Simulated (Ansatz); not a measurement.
# SiO2 (I-42d) in Ansatz: reference runs

How does SiO2 come out in PBE? The cell is run as given and disturbed.

Everything below comes from runs of Ansatz 0.2.0. Logs are shortened: lines on timing, memory, paths and dates and some standing lists are left out, and cuts for length are marked.

### 1 The structure

The structure is tetragonal, space group I-42d (No. 122). Conventional cell: a = 4.955 Å, b = 4.955 Å, c = 7.311 Å, α = 90.00°, β = 90.00°, γ = 90.00°. Around Si (site symmetry -4) lie 4 O at 1.61 Å. O (site symmetry 2) is surrounded by 2 Si at 1.61 Å.

The cell comes from a database or a generator and needn't be the stable form of this composition.

### 2 Single point, PBE

File input.yaml:

```yaml
crystal:
  lattice:
    - [-2.4772904627, 2.4772904627, 3.6556712422]
    - [2.4772904627, -2.4772904627, 3.6556712422]
    - [2.4772904627, 2.4772904627, -3.6556712422]
  atoms:
    - { symbol: Si, position: [0.75, 0.25, 0.5] }
    - { symbol: Si, position: [0.0, 0.0, 0.0] }
    - { symbol: O, position: [0.875, 0.02821387, 0.65321387] }
    - { symbol: O, position: [0.77821387, 0.125, 0.15321387] }
    - { symbol: O, position: [0.97178613, 0.625, 0.84678613] }
    - { symbol: O, position: [0.375, 0.22178613, 0.34678613] }
hamiltonian:
  xc: pbe
  pseudopotentials: { kind: paw }
kpoints:
  mp_grid: { grid: [8, 8, 8] }
scf:
  occupations: { method: fermi_dirac, width: 0.05 }
output:
  forces: true
  stress: true
  eigenvalues: true
  write_density: true
  write_potential: true
  elf: true
  volumetric_format: npy
```

Potentials or basis: Ansatz PAW.

Started as:

```
> ansatz run input.yaml --threads 2 --pin off --max-ram 5120MiB --backend cpu --events-out ev --progress --plain --runs-dir out
```

The log of the run:

```text
Warning: RAYON_NUM_THREADS=2 ignored (pool sized by the plan → 2); use --threads N
Engine: ansatz 0.2.0, x86_64-unknown-linux-gnu
Pseudopotentials: kind: paw
Pseudopotential: Si, paw, valence charge 4, recommended cutoff 420 eV (normal), Si.paw.azcp
Pseudopotential: O, paw, valence charge 6, recommended cutoff 420 eV (normal), O.paw.azcp
Functional definition: PBE
  parameter kappa = 0.804
  parameter beta = 0.06672455060314922
  exchange = pbe_x(kappa = kappa, mu = beta*pi^2/3)
  correlation = pbe_c(beta = beta)
Crystal: 6 atoms, lattice volume = 89.739 Å³
Basis set: ecut = 420 eV, 1769 PW (Γ), exchange–correlation on 72×72×72 points (8 copies of the dense FFT grid, shifted against one another)
Bands: 22, of which v1, the nominal top of the filled ones, is band 16 counted from 1 (15 counted from 0)
Symmetry: 8 space group operations
Space group: I-42d (ITA 122), of the structure as read, at distance tolerance 4.5e-5 Å
k-points: 59 of 512 (time reversal used)
Non-local potential: Si, projectors of the file, l = 0: 2, l = 1: 2, l = 2: 2
Non-local potential: O, projectors of the file, l = 0: 2, l = 1: 2, l = 2: 1
PAW form: soft (Blöchl's): semilocal exchange-correlation on the pseudo side does not see the compensation charge
PAW one-centre angular grid: Si, 110 points (default); XC on 64 Gauss nodes
PAW one-centre angular grid: O, 110 points (default); XC on 64 Gauss nodes
Initial density: superposition of atomic densities (neutral atoms: chi_scale 0, normalization atom), corrected by the library's trained network
Initial wavefunctions: pseudopotential atomic-orbital guess
Functional: x = pbe(κ = 0.804, μ = 0.2195149727645171), c = pbe(β = 0.06672455060314922)
SCF iter   1: F=—  HF=-3548.171517 eV  |F-HF|=—  |Δ(HF+E_count)|=         —  Δρ=9.11e-4  dr2=1.75e-4  ethr=1.77e-3  ⟨swp⟩=6.8  Hψ=7771  notcnv=0  defer=2
preconditioner: auto → none  [insulator: Δε(μ)=5.923 eV  Ē_g=16.694 eV  σ=0.050 eV  W_gap=1.00  n_scr=14 (ndim 8)  ℏωp=22.2 eV  f_vac=0.253  D(μ)=0.00/eV (n_scr^D=0)  ε∞_Penn≈2.8]
SCF iter   2: F=—  HF=-3548.173965 eV  |F-HF|=—  |Δ(HF+E_count)|=   2.45e-3  Δρ=5.02e-4  dr2=6.79e-5  ethr=5.47e-7  ⟨swp⟩=2.9  Hψ=3156  notcnv=0  defer=20
SCF iter   3: F=—  HF=-3548.174463 eV  |F-HF|=—  |Δ(HF+E_count)|=   4.98e-4  Δρ=1.77e-4  dr2=1.53e-5  ethr=2.12e-7  ⟨swp⟩=2.0  Hψ=2146  notcnv=0  defer=20
SCF iter   4: F=—  HF=-3548.174487 eV  |F-HF|=—  |Δ(HF+E_count)|=   2.47e-5  Δρ=6.50e-5  dr2=2.23e-6  ethr=4.79e-8  ⟨swp⟩=2.0  Hψ=2141  notcnv=0  defer=20
SCF iter   5: F=—  HF=-3548.174487 eV  |F-HF|=—  |Δ(HF+E_count)|=   5.34e-7  Δρ=2.84e-5  dr2=3.22e-7  ethr=6.97e-9  ⟨swp⟩=2.0  Hψ=1908  notcnv=0  defer=20
SCF iter   6: F=-3548.174487 eV  HF=-3548.174487 eV  |F-HF|=2.09e-9  |Δ(HF+E_count)|=   3.71e-9  Δρ=2.74e-6  dr2=2.33e-9  ethr=3.13e-10  ⟨swp⟩=13.9  Hψ=9933  notcnv=0
SCF 1 converged in 6 iterations: F = -3548.174487 eV  dr2 = 2.33e-9
SCF converged after 6 iterations
Free energy (F): -3548.174487 eV
Harris-Foulkes:  -3548.174487 eV  (|F-HF|=2.09e-9)
Internal energy: -3548.174487 eV  (E = F + TS)
E sigma→0 (E₀):  -3548.174487 eV
Fermi energy:    3.837504 eV
--- Per-component energies (eV) ---
  E_band       = -188.698847
  E_kinetic    = 806.095153
  E_local      = -2347.399635  (includes V_loc(G=0)·N_el)
  E_nonlocal   = 240.758641
  E_hartree    = 869.871112
  E_xc         = -408.731755
  E_vxc        = -474.414770  (∫ρ·V_xc dr)
  E_paw        = -1662.771404  (= ΣΔE_a)
  E_vpaw       = -153.490741  (= ΣTr[D̂ρ^β])
  E_aug_tail   = 0.010485  (compensation charges beyond the density's cutoff)
  E_ewald      = -1046.007085
  E_smearing   = -0.000000  (= −TS)
  E_closure    = 0.000000  (closes the sum)
  Σ components = -3548.174487   (vs F -3548.174487, Δ=0.00e0)
--- Forces (eV/Å), atoms counted from 1 ---
  atom   1  Si     0.00000000     0.00000000     0.00000000
  atom   2  Si     0.00000000    -0.00000000     0.00000000
  atom   3  O     -0.27065009     0.00000000     0.00000000
  atom   4  O     -0.00000000    -0.27065009     0.00000000
  atom   5  O     -0.00000000     0.27065009     0.00000000
  atom   6  O      0.27065009    -0.00000000    -0.00000000
  max |Σ_I F_I| component: 1.04e-17 eV/Å
--- Stress (GPa, compression-positive) ---
        4.484723       0.000000       0.000000
        0.000000       4.484723       0.000000
        0.000000       0.000000       4.350474
  P = ⅓ Tr σ = 4.4400 GPa (44.400 kbar)
--- Band table (eV; the first three rows and the last of 59) ---
  k-point 0: bands = ["-18.4141", "-16.3331", "-16.3331", "-16.2736", "-8.4161", "-4.7146", "-4.7146", "-4.4476", "-1.7436", "-1.3125", "-0.8053", "-0.8053", "-0.7512", "0.0910", "0.7878", "0.7878", "6.7124", "9.6552", "11.4610", "11.4610", "11.5252", "12.8038"]
  k-point 1: bands = ["-18.3504", "-16.4378", "-16.3370", "-16.2815", "-8.2542", "-4.8541", "-4.6364", "-4.3630", "-1.7855", "-1.2595", "-0.9952", "-0.8152", "-0.8084", "0.1212", "0.7399", "0.7419", "7.0454", "9.8540", "10.9130", "11.3298", "12.1046", "12.5368"]
  k-point 2: bands = ["-18.1648", "-16.7178", "-16.3453", "-16.3026", "-7.8066", "-5.2087", "-4.4293", "-4.2023", "-1.8957", "-1.3668", "-1.1539", "-0.9890", "-0.7832", "0.1425", "0.6177", "0.6325", "7.9088", "10.3087", "10.5891", "11.0907", "12.2917", "12.4353"]
  k-point 58: bands = ["-17.4936", "-17.4936", "-16.3666", "-16.3666", "-6.2639", "-6.2639", "-4.1328", "-4.1328", "-1.6989", "-1.6989", "-1.2958", "-1.2958", "-0.6842", "-0.6842", "0.4703", "0.4703", "9.7200", "9.7200", "11.0865", "11.0865", "12.5098", "12.5098"]
```

It took 7.7 s on 2 threads of AMD EPYC 7R43 (Zen 3), shared host; peak memory 0.44 GiB.

Results:

```yaml
Free_energy: -3548.1745 eV
Pressure: 4.4 GPa
Largest_force: 0.271 eV/Å
Band_gap_on_the_k_mesh: 5.92 eV, direct
```

Forces on the atoms (eV/Å):
```
Si   0.000  0.000  0.000
Si   0.000  0.000  0.000
O   -0.271  0.000  0.000
O    0.000 -0.271  0.000
O    0.000  0.271  0.000
O    0.271  0.000  0.000
```

Stress tensor (GPa, compression positive):
```
4.48 0.00 0.00
0.00 4.48 0.00
0.00 0.00 4.35
```

Levels at points of the mesh, in eV from the valence-band top:
| k point | band 12 | band 13 | band 14 | band 15 | band 16 | band 17 | band 18 | band 19 | band 20 | band 21 |
| --- | --- | --- | --- | --- | --- | --- | --- | --- | --- | --- |
| (0.00, 0.00, 0.00) | -1.59 | -1.54 | -0.70 | 0.00 | 0.00 | 5.92 | 8.87 | 10.67 | 10.67 | 10.74 |
| (0.00, 0.00, -0.50) | -2.07 | -0.97 | -0.97 | -0.34 | -0.34 | 9.15 | 9.15 | 10.27 | 10.27 | 11.18 |
| (0.00, -0.50, 0.00) | -1.62 | -1.49 | -0.79 | -0.49 | -0.14 | 8.24 | 8.99 | 9.76 | 10.26 | 10.86 |
| (-0.50, -0.50, -0.50) | -2.08 | -1.47 | -1.47 | -0.32 | -0.32 | 8.93 | 8.93 | 10.30 | 10.30 | 11.72 |

Caveat: the pressure holds a Pulay correction of +0.5 GPa for the finite cutoff. A k mesh can miss the band edges.

### 3 Single point, PBE (atoms moved at random, drawn with an rms of 0.05 Å)

File input.yaml:

```yaml
crystal:
  lattice:
    - [-2.4772904627, 2.4772904627, 3.6556712422]
    - [2.4772904627, -2.4772904627, 3.6556712422]
    - [2.4772904627, 2.4772904627, -3.6556712422]
  atoms:
    - { symbol: Si, position: [0.746177, 0.249916, 0.503638] }
    - { symbol: Si, position: [0.005236, -0.004868, 0.009439] }
    - { symbol: O, position: [0.874695, 0.035363, 0.656943] }
    - { symbol: O, position: [0.785663, 0.133284, 0.167708] }
    - { symbol: O, position: [0.967207, 0.615054, 0.836923] }
    - { symbol: O, position: [0.382067, 0.22429, 0.352373] }
hamiltonian:
  xc: pbe
  pseudopotentials: { kind: paw }
kpoints:
  mp_grid: { grid: [8, 8, 8] }
scf:
  occupations: { method: fermi_dirac, width: 0.05 }
output:
  forces: true
  stress: true
  eigenvalues: true
  write_density: true
  write_potential: true
  elf: true
  volumetric_format: npy
```

Potentials or basis: Ansatz PAW.

Started as:

```
> ansatz run input.yaml --threads 2 --pin off --max-ram 5120MiB --backend cpu --events-out ev --progress --plain --runs-dir out
```

The log of the run:

```text
Warning: RAYON_NUM_THREADS=2 ignored (pool sized by the plan → 2); use --threads N
[... 9 set-up lines as earlier in the session ...]
Crystal: 6 atoms, lattice volume = 89.739 Å³
Basis set: ecut = 420 eV, 1769 PW (Γ), exchange–correlation on 72×72×72 points (8 copies of the dense FFT grid, shifted against one another)
Bands: 22, of which v1, the nominal top of the filled ones, is band 16 counted from 1 (15 counted from 0)
Symmetry: 1 space group operations
Space group: P1 (ITA 1), of the structure as read, at distance tolerance 4.5e-5 Å
k-points: 260 of 512 (time reversal used)
[... 8 set-up lines as earlier in the session ...]
SCF iter   1: F=—  HF=-3547.962095 eV  |F-HF|=—  |Δ(HF+E_count)|=         —  Δρ=9.84e-4  dr2=2.38e-4  ethr=1.77e-3  ⟨swp⟩=6.9  Hψ=34755  notcnv=0  defer=14
preconditioner: auto → none  [insulator: Δε(μ)=5.853 eV  Ē_g=16.697 eV  σ=0.050 eV  W_gap=1.00  n_scr=14 (ndim 8)  ℏωp=22.2 eV  f_vac=0.256  D(μ)=0.00/eV (n_scr^D=0)  ε∞_Penn≈2.8]
SCF iter   2: F=—  HF=-3547.964654 eV  |F-HF|=—  |Δ(HF+E_count)|=   2.56e-3  Δρ=5.41e-4  dr2=8.32e-5  ethr=7.44e-7  ⟨swp⟩=2.8  Hψ=13580  notcnv=0  defer=82
SCF iter   3: F=—  HF=-3547.965104 eV  |F-HF|=—  |Δ(HF+E_count)|=   4.51e-4  Δρ=2.09e-4  dr2=2.23e-5  ethr=2.60e-7  ⟨swp⟩=2.0  Hψ=9501  notcnv=0  defer=82
SCF iter   4: F=—  HF=-3547.965139 eV  |F-HF|=—  |Δ(HF+E_count)|=   3.52e-5  Δρ=8.67e-5  dr2=4.67e-6  ethr=6.96e-8  ⟨swp⟩=2.0  Hψ=9452  notcnv=0  defer=82
SCF iter   5: F=—  HF=-3547.965139 eV  |F-HF|=—  |Δ(HF+E_count)|=   8.98e-7  Δρ=2.81e-5  dr2=3.31e-7  ethr=1.46e-8  ⟨swp⟩=2.0  Hψ=8221  notcnv=0  defer=82
SCF iter   6: F=-3547.965139 eV  HF=-3547.965139 eV  |F-HF|=3.51e-8  |Δ(HF+E_count)|=   1.58e-7  Δρ=1.34e-5  dr2=8.33e-8  ethr=3.13e-10  ⟨swp⟩=14.3  Hψ=45480  notcnv=0
SCF 1 converged in 6 iterations: F = -3547.965139 eV  dr2 = 8.33e-8
SCF converged after 6 iterations
Free energy (F): -3547.965139 eV
Harris-Foulkes:  -3547.965139 eV  (|F-HF|=3.51e-8)
Internal energy: -3547.965139 eV  (E = F + TS)
E sigma→0 (E₀):  -3547.965139 eV
Fermi energy:    3.868759 eV
--- Per-component energies (eV) ---
  E_band       = -189.288103
  E_kinetic    = 807.425699
  E_local      = -2364.512283  (includes V_loc(G=0)·N_el)
  E_nonlocal   = 241.275351
  E_hartree    = 877.550862
  E_xc         = -409.030000
  E_vxc        = -474.790283  (∫ρ·V_xc dr)
  E_paw        = -1663.049968  (= ΣΔE_a)
  E_vpaw       = -153.791945  (= ΣTr[D̂ρ^β])
  E_aug_tail   = 0.010456  (compensation charges beyond the density's cutoff)
  E_ewald      = -1037.635256
  E_smearing   = -0.000000  (= −TS)
  E_closure    = 0.000000  (closes the sum)
  Σ components = -3547.965139   (vs F -3547.965139, Δ=0.00e0)
--- Forces (eV/Å), atoms counted from 1 ---
  atom   1  Si    -1.22335003     0.61939334     0.55211995
  atom   2  Si     0.18589895    -1.46871179     0.77462330
  atom   3  O     -0.31262430     2.15763048    -1.68379795
  atom   4  O     -1.13690019    -0.25260268     0.49124480
  atom   5  O      1.98957838     0.71523488     1.31215560
  atom   6  O      0.49743476    -1.77091153    -1.44634743
  max |Σ_I F_I| component: 3.76e-5 eV/Å
--- Stress (GPa, compression-positive) ---
        6.548371      -0.929784       1.933818
       -0.929801       6.417641       3.061066
        1.933821       3.061071       6.220901
  P = ⅓ Tr σ = 6.3956 GPa (63.956 kbar)
--- Band table (eV; the first three rows and the last of 260) ---
  k-point 0: bands = ["-18.4840", "-16.5617", "-16.3382", "-16.0726", "-8.4745", "-4.8136", "-4.7176", "-4.4397", "-1.7652", "-1.3796", "-0.8475", "-0.8342", "-0.7722", "0.1729", "0.8212", "0.8609", "6.7150", "9.6618", "11.2675", "11.4285", "11.4515", "12.8181"]
  k-point 1: bands = ["-18.4215", "-16.6257", "-16.3475", "-16.1158", "-8.3107", "-4.9256", "-4.6401", "-4.3791", "-1.8044", "-1.3326", "-1.0004", "-0.8598", "-0.8446", "0.1936", "0.7714", "0.8105", "7.0447", "9.8590", "10.7881", "11.2935", "11.9768", "12.6689"]
  k-point 2: bands = ["-18.2400", "-16.8386", "-16.3673", "-16.1905", "-7.8583", "-5.2572", "-4.4360", "-4.2304", "-1.9111", "-1.3579", "-1.2407", "-1.0500", "-0.8067", "0.1965", "0.6404", "0.6954", "7.8958", "10.2698", "10.5076", "11.0814", "12.2179", "12.4263"]
  k-point 259: bands = ["-17.6787", "-17.4769", "-16.3791", "-16.2914", "-6.3952", "-6.2415", "-4.1725", "-4.0963", "-1.7657", "-1.7228", "-1.3911", "-1.3697", "-0.7039", "-0.5282", "0.4760", "0.5085", "9.5886", "9.7623", "11.1235", "11.2013", "12.0254", "13.0465"]
```

Run time: 33 s. Hardware: 2 threads of AMD EPYC 7R43 (Zen 3), shared host; peak memory 0.7 GiB.

Results:

| Quantity | Value |
| --- | --- |
| Free energy | -3547.9651 eV |
| Pressure | 6.4 GPa |
| Largest force | 2.755 eV/Å |
| Band gap on the k mesh | 5.85 eV, direct |

Forces in eV/Å, atoms in the order of the input:
```
Si  -1.223  0.619  0.552
Si   0.186 -1.469  0.775
O   -0.313  2.158 -1.684
O   -1.137 -0.253  0.491
O    1.990  0.715  1.312
O    0.497 -1.771 -1.446
```

Caveat: the pressure holds a Pulay correction of +0.5 GPa for the finite cutoff. A k mesh can miss the band edges.
